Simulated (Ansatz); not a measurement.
Ansatz input

```yaml
crystal:
  lattice:
    - [-2.9284241776, 2.5567766448, 1.5405466811]
    - [2.5567766448, -2.9284241776, 1.5405466811]
    - [3.9034216079, 3.9034216079, -2.2212198181]
  atoms:
    - { symbol: Te, position: [0.0141608072, 0.9858391928, 1.0] }
    - { symbol: Te, position: [0.7358391928, 0.2641608072, 0.5] }
hamiltonian:
  xc: pbesol
  pseudopotentials:
    kind: paw
    azcp:
      Te: "pseudopotentials/Te.paw.azcp"
basis:
  ecutwfc: 420
  fft_grid_basis: typed
kpoints:
  mp_grid: { grid: [14, 14, 7], shift: [0, 0, 0] }
magnetization:
  spin_polarized: false
scf:
  occupations: { method: fermi_dirac, width: 0.1 }
  lower_state_search: "off"
output:
  stress: true
```

Output

```
Warning: the record states the generating functional pbe (its physics header spells it `PBE`), which answers neither for hamiltonian.xc's functional nor for the pbesol family's — results may be inconsistent (PPs are generated against a specific XC)
Engine: ansatz 0.2.0, aarch64-unknown-linux-gnu
Pseudopotentials: kind: paw
Pseudopotential: Te, paw, valence charge 16, recommended cutoff 420 eV (normal) 
Functional definition: PBEsol
  exchange = pbesol_x
  correlation = pbesol_c
Crystal: 2 atoms, lattice volume = 61.441 Å³
Basis set: ecut = 420 eV, 1189 PW (Γ)
Bands: 20, of which v1, the nominal top of the filled ones, is band 16 counted from 1 (15 counted from 0)
Symmetry: 4 space group operations
Space group: C2/c (ITA 15), of the structure as read, at distance tolerance 3.9e-5 Å
k-points: 372 of 1372
Non-local potential: Te, projectors of the file, l = 0: 2, l = 1: 2, l = 2: 2, l = 3: 2
PAW form: soft (Blöchl's): semilocal exchange-correlation on the pseudo side does not see the compensation charge
PAW frozen core: Te, regenerated for the run's functional, and the local potential with it (the file was generated under x = pbe(κ = 0.804, μ = 0.2195149727645171), c = pbe(β = 0.06672455060314922))
PAW one-centre angular grid: Te, 590 points (default); XC on 64 Gauss nodes
Initial density: superposition of atomic densities (neutral atoms: chi_scale 0, normalization atom), corrected by the library's trained network
Initial wavefunctions: pseudopotential atomic-orbital guess
Functional: x = pbesol(κ = 0.804, μ = 0.12345679012345678), c = pbesol(β = 0.046)
SCF iter   1: F=—  HF=-13802.800121 eV  |F-HF|=—  |Δ(HF+E_count)|=         —  Δρ=2.15e-3  dr2=1.82e-3  ethr=1.77e-3  ⟨swp⟩=6.1  Hψ=37334  notcnv=0
SCF iter   2: F=—  HF=-13802.797962 eV  |F-HF|=—  |Δ(HF+E_count)|=   2.16e-3  Δρ=1.27e-3  dr2=7.38e-4  ethr=5.67e-6  ⟨swp⟩=2.2  Hψ=12530  notcnv=0
SCF iter   3: F=—  HF=-13802.797958 eV  |F-HF|=—  |Δ(HF+E_count)|=   3.08e-6  Δρ=2.77e-4  dr2=3.79e-5  ethr=2.31e-6  ⟨swp⟩=2.0  Hψ=13433  notcnv=0
SCF iter   4: F=—  HF=-13802.797935 eV  |F-HF|=—  |Δ(HF+E_count)|=   2.36e-5  Δρ=1.81e-4  dr2=2.35e-5  ethr=1.19e-7  ⟨swp⟩=2.0  Hψ=13496  notcnv=0
SCF iter   5: F=—  HF=-13802.797928 eV  |F-HF|=—  |Δ(HF+E_count)|=   7.13e-6  Δρ=9.19e-5  dr2=6.00e-6  ethr=7.35e-8  ⟨swp⟩=2.0  Hψ=13465  notcnv=0
SCF iter   6: F=—  HF=-13802.797925 eV  |F-HF|=—  |Δ(HF+E_count)|=   2.57e-6  Δρ=3.08e-5  dr2=6.77e-7  ethr=1.87e-8  ⟨swp⟩=3.0  Hψ=13658  notcnv=0
SCF iter   7: F=-13802.797925 eV  HF=-13802.797925 eV  |F-HF|=1.05e-7  |Δ(HF+E_count)|=   3.75e-7  Δρ=1.09e-5  dr2=7.64e-8  ethr=3.13e-10  ⟨swp⟩=3.4  Hψ=32367  notcnv=0
SCF 1 converged in 7 iterations: F = -13802.797925 eV  dr2 = 7.64e-8
SCF converged after 7 iterations
Free energy (F): -13802.797925 eV
Harris-Foulkes:  -13802.797925 eV  (|F-HF|=1.05e-7)
Internal energy: -13802.749247 eV  (E = F + TS)
E sigma→0 (E₀):  -13802.773586 eV
Entropy (-TS):   -0.048678 eV (-24.339 meV/atom)
Fermi energy:    10.091723 eV
--- Per-component energies (eV) ---
  E_band       = -492.131317
  E_kinetic    = 360.629867
  E_local      = -2274.229909  (includes V_loc(G=0)·N_el)
  E_nonlocal   = -616.306922
  E_hartree    = 1502.440596
  E_xc         = -246.505523
  E_vxc        = -207.950712  (∫ρ·V_xc dr)
  E_paw        = -9168.578803  (= ΣΔE_a)
  E_vpaw       = -759.173291  (= ΣTr[D̂ρ^β])
  E_aug_tail   = -0.000401  (compensation charges beyond the density's cutoff)
  E_ewald      = -3360.947782
  E_core_change = 0.749630  (= ΣΔE_core)
  E_smearing   = -0.048678  (= −TS)
  E_closure    = -0.000000  (closes the sum)
  Σ components = -13802.797925   (vs F -13802.797925, Δ=0.00e0)
--- Stress (GPa, compression-positive) ---
       -2.108679      -0.733105      -0.135030
       -0.733105      -2.108679      -0.135030
       -0.135030      -0.135030      -1.847748
  P = ⅓ Tr σ = -2.0217 GPa (-20.217 kbar)
```
